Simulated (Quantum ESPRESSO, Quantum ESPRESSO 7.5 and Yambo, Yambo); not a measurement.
# KBr (Fm-3m): a self-consistent loop beyond G0W0, cycle by cycle

Aim: iterate the self-energy on KBr (Fm-3m) and follow the gap from cycle to cycle.

Main program and level: Quantum ESPRESSO 7.5 and Yambo 5.3.0; PBE and many-body steps on it, plane waves.

## Step 1: Set-up

The structure is cubic, space group Fm-3m (No. 225). Conventional cell: a = 6.600 Å, b = 6.600 Å, c = 6.600 Å, α = 90.00°, β = 90.00°, γ = 90.00°. Nearest to K lie 6 Br at 3.30 Å. Br has 6 K at 3.30 Å nearest. Farther neighbours and most contacts between anions are not listed.

As a file:

```cif
data_structure
_symmetry_space_group_name_H-M 'Fm-3m'
_symmetry_Int_Tables_number 225
_cell_length_a 6.6000
_cell_length_b 6.6000
_cell_length_c 6.6000
_cell_angle_alpha 90.000
_cell_angle_beta 90.000
_cell_angle_gamma 90.000
_cell_volume 287.50
loop_
_atom_site_label
_atom_site_type_symbol
_atom_site_symmetry_multiplicity
_atom_site_Wyckoff_symbol
_atom_site_fract_x
_atom_site_fract_y
_atom_site_fract_z
_atom_site_occupancy
K1 K 4 a 0.00000 0.00000 0.00000 1
Br1 Br 4 b 0.50000 0.00000 0.00000 1
```

The cell and positions come from the Crystallography Open Database and are kept as given unless a step says otherwise.

## Step 2: Empty states on the mesh, 4×4×4 mesh, 119 bands

This step: Quantum ESPRESSO 7.5; DFT, PBE, plane waves, norm-conserving pseudopotentials.

The sums over transitions need many empty states on a uniform mesh; this step solves for them.

The input, pw.in:

```
&control
  calculation = 'nscf'
  prefix = 'x'
  outdir = 'o'
  pseudo_dir = 'pseudo'
/
&system
  ibrav = 0
  nat = 2
  ntyp = 2
  ecutwfc = 76.0
  nbnd = 119
  force_symmorphic = .true.
/
&electrons
  conv_thr = 1e-9
  electron_maxstep = 80
  diago_full_acc = .true.
  diago_thr_init = 5e-6
/
ATOMIC_SPECIES
  K 39.098 K.upf
  Br 79.904 Br.upf
CELL_PARAMETERS angstrom
  0.0000000000 3.3000000000 3.3000000000
  3.3000000000 0.0000000000 3.3000000000
  3.3000000000 3.3000000000 0.0000000000
ATOMIC_POSITIONS crystal
  K 0.0000000000 0.0000000000 0.0000000000
  Br 0.5000000000 0.5000000000 0.5000000000
K_POINTS automatic
  4 4 4 0 0 0
```

Run with:

```sh
$ OMP_NUM_THREADS=1 mpirun -n 4 pw.x -nk 4 -in pw.in > pw.out
```

What it wrote:

```text
Program PWSCF v.7.5 starts

     This program is part of the open-source Quantum ESPRESSO suite
     for quantum simulation of materials; please cite
         "P. Giannozzi et al., J. Phys.:Condens. Matter 21 395502 (2009);
         "P. Giannozzi et al., J. Phys.:Condens. Matter 29 465901 (2017);
         "P. Giannozzi et al., J. Chem. Phys. 152 154105 (2020);
     in publications or presentations arising from this work. More details at

     Atomic positions and unit cell read from directory:
     o/x.save/

     Message from routine setup:
[...]
49.7594  49.8528  49.8542  50.7015  50.9991  50.9991  53.6334  54.8009
     [... 3 further rows ...]
    67.4867  67.4867  70.2302  70.2776  70.2776  70.4474  70.8675  71.1567
    71.1567  71.3007  71.4200  71.4200  72.8185  72.8185  74.0400

          k = 0.3536 0.0000 0.0000 (  5425 PWs)   bands (ev):

     [... further k-points ...]

     highest occupied, lowest unoccupied level (ev):     2.0853    6.5214

     XML data file, pseudopotentials, collected wavefunctions

=------------------------------------------------------------------------------=
   JOB DONE.
=------------------------------------------------------------------------------=
```

Wall time 12 s (4 MPI ranks of Arm Neoverse V1, shared host); peak memory 0.44 GiB.

This step gave:

```
gap                                                           : 4.436 eV
k of the valence top                                          : 0, 0, 0
k of the conduction bottom                                    : 0, 0, 0
least direct gap                                              : 4.436 eV
k points computed                                             : 8
lowest point of the top converged band, above the valence top : 68.0621 eV
```

On this mesh the gap is 4.436 eV.

The density comes from a self-consistent run that is not shown.

## Step 3: Conversion and set-up

This step: Yambo 5.3.0; conversion and set-up on PBE, plane waves, norm-conserving pseudopotentials.

The states are converted to the many-body program's format and the q mesh is built.

Run with:

```sh
$ (cd o/x.save; p2y > p2y.log; mv SAVE ../..); yambo > setup.log
```

What it wrote:

```text
 Yambo, version 5.3.0

 [02] CORE Variables Setup
 =========================

  [02.01] Unit cells
  ==================

  Cell kind             :  FCC
  Atoms in the cell     :  K  Br
  number of K  atoms    :  1
  number of Br atoms    :  1

  List of atomic masses
  Mass of K     :  39.09800
  Mass of Br    :  79.90400

  List of atomic coordinates    : [cc]
  K1       :  0.000000  0.000000  0.000000  order 1
  Br1       :  6.236096  6.236096  6.236096  order 2

  Alat factors          :  6.236096  6.236096  6.236096 [a.u.]
  Direct lattice volume :  485.0298 [a.u.]
[...]
==========================================

 IBZ Q-points                                      :   8
 BZ  Q-points                                      :   64

 K/Q-points units:
 rlu = crystal or reduced units; cc = cartesian coordinates; iku = interal k-units

 Q [1]          [rlu]:  0.000000  0.000000  0.000000
 Q [2]          [rlu]: -0.15345E-16  0.40166E-16  0.25000
 Q [3]          [rlu]:  0.30690E-16 -0.80332E-16 -0.50000
[...]
Q [7]          [rlu]:  0.92343E-17 -0.50000     -0.50000
 Q [8]          [rlu]:  0.250000 -0.500000 -0.250000

  [03.01] X indexes
  =================

   [03.01.01] Sigma indexes
   ========================

 [06] Game Over & Game summary
```

Elapsed: 3.2 s, on 1 MPI rank; peak memory 0.25 GiB.

## Step 4: G0W0

G0W0 replaces the xc potential by the self-energy, built once from these orbitals. Only a window of levels is corrected, while the sums run over the empty bands that the input names.

This step: G0W0 on PBE, plane waves, norm-conserving pseudopotentials.

The input, gw1.in:

```
HF_and_locXC
gw0
dyson
ppa
em1d
rim_cut
RandQpts= 1000000
RandGvec= 1 RL
EXXRLvcs= 76 Ry
VXCRLvcs= 304 Ry
Chimod= "HARTREE"
% BndsRnXp
 1 | 119 |
%
NGsBlkXp= 11 Ry
% LongDrXp
 1 | 1 | 1 |
%
% GbndRnge
 1 | 119 |
%
DysSolver= "n"
ExtendOut
PPAPntXp= 27.21138 eV
% QPkrange
 1 | 1 | 12 | 15 |
%
```

Run with:

```sh
$ OMP_NUM_THREADS=1 mpirun -n 4 yambo -F gw1.in -J gw1 -C gw1 > gw1.log
```

What it wrote:

```text
 Yambo, version 5.3.0

 [02] CORE Variables Setup
 =========================

  [... cell, symmetries and grids as in the set-up ...]

  [02.05] Energies & Occupations
  ==============================

  [X] === General ===
  [X] Electronic Temperature                        :  0.000000  0.000000 [eV K]
  [X] Bosonic    Temperature                        :  0.000000  0.000000 [eV K]
  [X] Finite Temperature mode                       : no
  [X] El. density                                   :  0.36174E+24 [cm-3]
  [X] Fermi Level                                   :  2.085286 [eV]

  [X] === Gaps and Widths ===
  [X] Conduction Band Min                           :  4.436154 [eV]
  [X] Valence Band Max                              :  0.000000 [eV]
  [X] Filled Bands                                  :  13
  [X] Empty Bands                                   :   14  119
  [X] Direct Gap                                    :  4.436154 [eV]
  [X] Direct Gap localized at k                     :  1
  [X] Indirect Gap                                  :  4.436154 [eV]
  [X] Indirect Gap between kpts                     :  1  1
  [X] Last valence band width                       :  0.536069 [eV]
  [X] 1st conduction band width                     :  2.953841 [eV]

 [03] Transferred momenta grid and indexing
 ==========================================

 IBZ Q-points                                      :   8
 BZ  Q-points                                      :   64

 K/Q-points units:
 rlu = crystal or reduced units; cc = cartesian coordinates; iku = interal k-units

 Q [1]          [rlu]:  0.000000  0.000000  0.000000
 Q [2]          [rlu]: -0.15345E-16  0.40166E-16  0.25000
 Q [3]          [rlu]:  0.30690E-16 -0.80332E-16 -0.50000
 Q [4]          [rlu]: -0.46171E-17  0.25000      0.25000
 Q [5]          [rlu]: -0.20915E-17  0.25000      0.50000
 Q [6]          [rlu]: -0.24821E-16  0.25000     -0.25000
 Q [7]          [rlu]:  0.92343E-17 -0.50000     -0.50000
 Q [8]          [rlu]:  0.250000 -0.500000 -0.250000

 [04] Coloumb potential Random Integration (RIM)
 ===============================================

  [04.01] RIM initialization
  ==========================

  * Diagonal components only detected *

  8 x (sBL volume)        :  0.063927 [a.u.]
  sBZ random points       :  1000000
  Points outside the sBZ  :   7968281
  RL volume               :  0.511412 [a.u.]
  Integrated volume       :  0.513448 [a.u.]

  [04.02] RIM integrals
  =====================

  Gamma point sphere radius             :  0.072529 [a.u.]
  Points outside the sphere             :   800476
  [Int_sBZ(q=0) 1/q^2]*(Vol_sBZ)^(-1/3) =:  7.776341
                                 should be <:  7.795600

  Summary of Coulomb integrals for non-metallic bands |Q|[au] RIM/Bare

  Q [1] 0.100000E-4 0.997530 * Q [2] 0.218141 1.068480
  Q [4] 0.251888 1.066792 * Q [6] 0.356223 1.029814
  Q [5] 0.417709 1.022655 * Q [3] 0.436282 1.020683
  Q [7] 0.503776 1.017590 * Q [8] 0.563238 1.014367

 [05] Dipoles
 ============

  [05.01] Setup: observables and procedures
  =========================================

 [06] Dynamic Dielectric Matrix (PPA)
 ====================================

 [WR./gw1//ndb.pp]---------------------------------------------------------------
  Brillouin Zone Q/K grids (IBZ/BZ)                :    8   64    8   64
  RL vectors                                       :   6567 [WF]
  Coulomb cutoff potential                         : none
  Electronic Temperature                           :  0.000000 [K]
  Bosonic    Temperature                           :  0.000000 [K]
  PPA    diel. fun.  energies                      : Perdew, Burke & Ernzerhof(X)+Perdew, Burke & Ernzerhof(C)
  wavefunctions                                    : Perdew, Burke & Ernzerhof(X)+Perdew, Burke & Ernzerhof(C)
  Global Gauge                                     : length
  X matrix size                                    :   331
  X band range                                     :    1  119
  X e/h energy range                               : -1.000000 -1.000000 [eV]
  X Time ordering                                  : R
  X Hxc Kernel                                     : HARTREE
  X Drude frequency                                :  0.000000  0.000000
  X poles                                          :  100.0000 [o/o]
  RL vectors in the sum                            :   6567
  [r,Vnl] included                                 : yes
  Field direction                                  :  0.577350E-5  0.577350E-5  0.577350E-5
  BZ energy Double Grid                            : no
  BZ energy DbGd points                            : 0
  BZ Q point size factor                           : -1.000000
  X Optical Averaged directions                    : none

 [07] Local Exchange-Correlation + Non-Local Fock
 ================================================

 [VXC] Plane waves :   43599
 [EXS] Plane waves :   5577

 QP @ state[ 1 ] K range:  1  1
 QP @ state[ 1 ] b range:  12  15

 [xc] Functional : Perdew, Burke & Ernzerhof(X)+Perdew, Burke & Ernzerhof(C)
 [xc] LIBXC used to calculate xc functional
  PP Number of Atomic Species                      :  2
  NLCC RL compoments                               :   43599
  PP Number of Atomic Species                      :  2
  NLCC RL compoments                               :   43599

 [xc] E_xc :  -16.87313 [Ha]
      E_xc :  -33.74627 [Ry]

  Local XC kind (lXC) : Perdew, Burke & Ernzerhof(X)+Perdew, Burke & Ernzerhof(C)
  Non-Local XC kind (nlXC) : Hartree-Fock

  Corrections @ K [1] :  [eV]
 <12|nlXC|12> = -19.54506 -0.11164E-16 <12|lXC|12> = -14.35201  0.000000
 <13|nlXC|13> = -19.54498 -0.43335E-17 <13|lXC|13> = -14.35201 -0.18882E-15
 <14|nlXC|14> = -3.946256  0.14295E-17 <14|lXC|14> = -7.314518  0.94408E-16
 <15|nlXC|15> = -3.767327  0.11173E-18 <15|lXC|15> = -8.482835  0.28323E-15

 [08] Dyson equation: Newton solver
 ==================================

  [08.01] G0W0 (W PPA)
  ====================

  [  GW  ] Bands range     :    1  119
  [GW/PPA] G damping       :  0.100000 [eV]

  QP @ state[ 1 ] K range:  1  1
  QP @ state[ 1 ] b range:  12  15

   Sc/G bands                                       :    1  119
   Sc/G damping                                     :  0.100000 ev
   Sc bands terminator                              : no
   Sx RL components                                 :   5577

   QP @ state[ 1 ] K range                          :  1  1
   QP @ state[ 1 ] b range                          :  12  15
   GF energies kind                                 : Perdew, Burke & Ernzerhof(X)+Perdew, Burke & Ernzerhof(C)
   GF WF`s kind                                     : Perdew, Burke & Ernzerhof(X)+Perdew, Burke & Ernzerhof(C)
   Xs energies kind                                 : Perdew, Burke & Ernzerhof(X)+Perdew, Burke & Ernzerhof(C)
   Xs WF`s kind                                     : Perdew, Burke & Ernzerhof(X)+Perdew, Burke & Ernzerhof(C)

 [11] Game Over & Game summary
```

Elapsed: 2.1 min, on 4 MPI ranks; peak memory 1.8 GiB; 8.5 min of CPU time.

This step gave:

| Property | Result |
| --- | --- |
| G0W0 gap on the points computed | 7.656 eV |
| starting gap on the mesh | 4.436 eV |
| k of the valence top | 0, 0, 0 |
| k of the conduction bottom | 0, 0, 0 |
| least direct G0W0 gap on the computed points | 7.656 eV |
| Z at the valence top | 0.8291 |
| Z at the conduction bottom | 0.8740 |

The gap on the mesh goes from 4.44 eV to 7.66 eV, a correction of +3.22 eV.

## Step 5: evGW0, cycle 1

This step: evGW0 on PBE, plane waves, norm-conserving pseudopotentials.

gw3.in, as its differences from gw1.in of step 4:

```diff
@@ -25,3 +25,4 @@
 % QPkrange
- 1 | 1 | 12 | 15 |
+ 1 | 8 | 9 | 17 |
 %
+GfnQPdb= "E < ./gw2/ndb.QP"
```

Run with:

```sh
$ OMP_NUM_THREADS=1 mpirun -n 4 yambo -F gw3.in -J gw3,gw1_W -C gw3 > gw3.log
```

What it wrote:

```text
 Yambo, version 5.3.0

 [02] CORE Variables Setup
 =========================

  [... cell, symmetries and grids as in the set-up ...]

  [02.05] Energies & Occupations
  ==============================

  [X] === General ===
  [X] Electronic Temperature                        :  0.000000  0.000000 [eV K]
  [X] Bosonic    Temperature                        :  0.000000  0.000000 [eV K]
  [X] Finite Temperature mode                       : no
  [X] El. density                                   :  0.36174E+24 [cm-3]
  [X] Fermi Level                                   :  2.085286 [eV]

  [X] === Gaps and Widths ===
  [X] Conduction Band Min                           :  4.436154 [eV]
  [X] Valence Band Max                              :  0.000000 [eV]
  [X] Filled Bands                                  :  13
  [X] Empty Bands                                   :   14  119
  [X] Direct Gap                                    :  4.436154 [eV]
  [X] Direct Gap localized at k                     :  1
  [X] Indirect Gap                                  :  4.436154 [eV]
  [X] Indirect Gap between kpts                     :  1  1
  [X] Last valence band width                       :  0.536069 [eV]
  [X] 1st conduction band width                     :  2.953841 [eV]

 [03] Transferred momenta grid and indexing
 ==========================================

 IBZ Q-points                                      :   8
 BZ  Q-points                                      :   64

 K/Q-points units:
 rlu = crystal or reduced units; cc = cartesian coordinates; iku = interal k-units

 Q [1]          [rlu]:  0.000000  0.000000  0.000000
 Q [2]          [rlu]: -0.15345E-16  0.40166E-16  0.25000
 Q [3]          [rlu]:  0.30690E-16 -0.80332E-16 -0.50000
[...]
[G+QP] Indirect Gap                               :  7.656156 [eV]
  [G+QP] Indirect Gap between kpts                  :  1  1
  [G+QP] Last valence band width                    :  0.536567 [eV]
  [G+QP] 1st conduction band width                  :  3.433246 [eV]

  [coarse-grid] Minimum Bare Gap        [ev]:  4.436154
  [coarse-grid] Minimum Gap Correction  [ev]:  3.220002

  Eqp @ K [1]
  -60.72769 -60.72769 -60.72545 -60.72545 -60.72545 -28.98080 -12.81954 -11.73267
   -11.8165     -11.8184    -0.304450E-3   0.00000    -0.482912E-4   7.65611      11.8069      11.8070
   11.80691  12.57011  12.57011  16.65574  20.92258  20.92258  20.92258  21.91009
[...]
Eqp @ K [2]
[...]
Eqp @ K [3]
[...]
Eqp @ K [4]
[...]
Eqp @ K [5]
[...]
[... 2 further k-points ...]
  Eqp @ K [8]
[...]
13.41031  15.48086  15.54698  15.84180  16.76816  16.76816  20.19920  20.30267
   20.30267  24.19421  25.45092  26.96290  26.96290  27.80496  27.80496  28.09727

 [07] Dipoles
 ============

  [07.01] Setup: observables and procedures
  =========================================

 [08] Dynamic Dielectric Matrix (PPA)
 ====================================

   Sc/G bands                                       :    1  119
   Sc/G damping                                     :  0.100000 ev
   Sc bands terminator                              : no
   Sx RL components                                 :   5577

   QP @ state[ 1 ] K range                          :   1   8
   QP @ state[ 1 ] b range                          :   9  17
   GF energies kind                                 : Perdew, Burke & Ernzerhof(X)+Perdew, Burke & Ernzerhof(C)+ E < ./gw2/ndb.QP + @E Fit
   GF WF`s kind                                     : Perdew, Burke & Ernzerhof(X)+Perdew, Burke & Ernzerhof(C)
   Xs energies kind                                 : Perdew, Burke & Ernzerhof(X)+Perdew, Burke & Ernzerhof(C)
   Xs WF`s kind                                     : Perdew, Burke & Ernzerhof(X)+Perdew, Burke & Ernzerhof(C)

 [13] Game Over & Game summary
```

Run time: 10 min. Hardware: 4 MPI ranks; peak memory 2 GiB.

Numbers from this step:

```yaml
quasiparticle_gap_on_the_mesh: 7.907 eV
gap_of_the_density_functional_on_the_mesh: 4.436 eV
k_of_the_valence_top: 0, 0, 0
k_of_the_conduction_bottom: 0, 0, 0
least_direct_quasiparticle_gap_on_the_computed_points: 7.907 eV
z_at_the_valence_top: 0.8364
z_at_the_conduction_bottom: 0.9006
```

Against G0W0 in Yambo (4×4×4 mesh, 119 bands, screening to 149.7 eV, Godby-Needs plasmon pole), the gap moves by +0.251 eV.

The program's own table gives 8.227 eV, which is too large where the input levels are shifted: this version takes Σc at the unshifted level E₀, yet steps from the shifted one. The value above is the Newton step from E₀, E₀ + Z(Σc + Σx − Vxc), rebuilt from the printed columns.

## Step 6: evGW0, cycle 2

The corrected levels of the last cycle go back in.

gw4.in, as its differences from gw3.in of step 5:

```diff
@@ -27,2 +27,2 @@
 %
-GfnQPdb= "E < ./gw2/ndb.QP"
+GfnQPdb= "E < ./gw3_fix/ndb.QP"
```

Run with:

```sh
$ OMP_NUM_THREADS=1 mpirun -n 4 yambo -F gw4.in -J gw4,gw1_W -C gw4 > gw4.log
```

What it wrote:

```text
 Yambo, version 5.3.0

 [02] CORE Variables Setup
 =========================

  [... cell, symmetries and grids as in the set-up ...]

  [02.05] Energies & Occupations
  ==============================

  [X] === General ===
  [X] Electronic Temperature                        :  0.000000  0.000000 [eV K]
  [X] Bosonic    Temperature                        :  0.000000  0.000000 [eV K]
  [X] Finite Temperature mode                       : no
  [X] El. density                                   :  0.36174E+24 [cm-3]
[...]
Sx RL components                                 :   5577

   QP @ state[ 1 ] K range                          :   1   8
   QP @ state[ 1 ] b range                          :   9  17
   GF energies kind                                 : Perdew, Burke & Ernzerhof(X)+Perdew, Burke & Ernzerhof(C)+ E < ./gw2/ndb.QP + @E Fit+ E < ./gw3_fix/
   GF WF`s kind                                     : Perdew, Burke & Ernzerhof(X)+Perdew, Burke & Ernzerhof(C)
   Xs energies kind                                 : Perdew, Burke & Ernzerhof(X)+Perdew, Burke & Ernzerhof(C)
   Xs WF`s kind                                     : Perdew, Burke & Ernzerhof(X)+Perdew, Burke & Ernzerhof(C)

 [13] Game Over & Game summary
```

Wall time 10 min (4 MPI ranks); peak memory 2 GiB; 41 min of CPU time.

This step gave:

```yaml
quasiparticle_gap_on_the_mesh: 7.927 eV
gap_of_the_density_functional_on_the_mesh: 4.436 eV
k_of_the_valence_top: 0, 0, 0
k_of_the_conduction_bottom: 0, 0, 0
least_direct_quasiparticle_gap_on_the_computed_points: 7.927 eV
```

Against the cycle before, the gap moves by +0.020 eV.

The program's own table gives 8.265 eV, which is too large where the input levels are shifted: this version takes Σc at the unshifted level E₀, yet steps from the shifted one. The value above is the Newton step from E₀, E₀ + Z(Σc + Σx − Vxc), rebuilt from the printed columns.

(Continued in part 2 of 2.)

[Paths, hosts, dates, memory and timing lines, banners, echoed tables and standing remarks are left out of the program output.]

[Logs are printed without paths, hosts, clocks, repeated set-up lines and the standing remarks that a program may print on its own settings, such as how far it seeks lower states.]

[Runs of the session that timed out or met a known fault of the program may be left out.]

[Hosts, paths, dates, database ids (printed as entryN), source tags and the programs' standing remarks are cut or masked in the printed files.]
